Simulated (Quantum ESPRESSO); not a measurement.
**Tc under changes of volume**

One of the cells (14.297 Å³/atom); the others are scaled copies at fixed shape and fractional positions:

```
CELL_PARAMETERS angstrom
2.74000 0.00000 0.00000
-1.37000 2.37291 0.00000
0.00000 0.00000 4.39800
ATOMIC_POSITIONS crystal
Tc 0.66667 0.33333 0.75000
Tc 0.33333 0.66667 0.25000
```

* Program: Quantum ESPRESSO 7.5
* Functional: PBE
* Potentials or basis: PseudoDojo 0.4.1 SR PBE standard
* Cutoff: 1143 eV
* Density cutoff: 4572 eV
* k mesh: 11 × 11 × 6
* Occupations: fermi-dirac, width 0.05 eV
* Spin: no spin polarisation

| volume (Å³/atom) | energy over the lowest point (meV/atom) | pressure (GPa) |
| --- | --- | --- |
| 13.440 | 74.29 | 25.5 |
| 13.726 | 36.23 | 17.3 |
| 14.011 | 12.09 | 9.9 |
| 14.297 | 0.44 | 3.3 |
| 14.583 | 0.00 | -2.7 |
| 14.869 | ? | ? |
| 15.155 | 28.26 | -12.8 |

Problem. What does the run at 14.869 Å³/atom give?

Solution. Energy over the lowest point 9.62 meV/atom; pressure -8.0 GPa.

Worked out: A Birch-Murnaghan fit of order 3 (a polynomial in V^(-2/3)) to the other rows has its minimum at 14.45 Å³/atom with B0 = V·E''(V) = 299 GPa and B' = 4.5 at fixed shape and positions, which overstates the stiffness. It gives 9.61 meV/atom at 14.869 Å³/atom, against the run's 9.62, and -dE/dV = -8.0 GPa, against -8.0.

Energies are extrapolated to zero smearing.
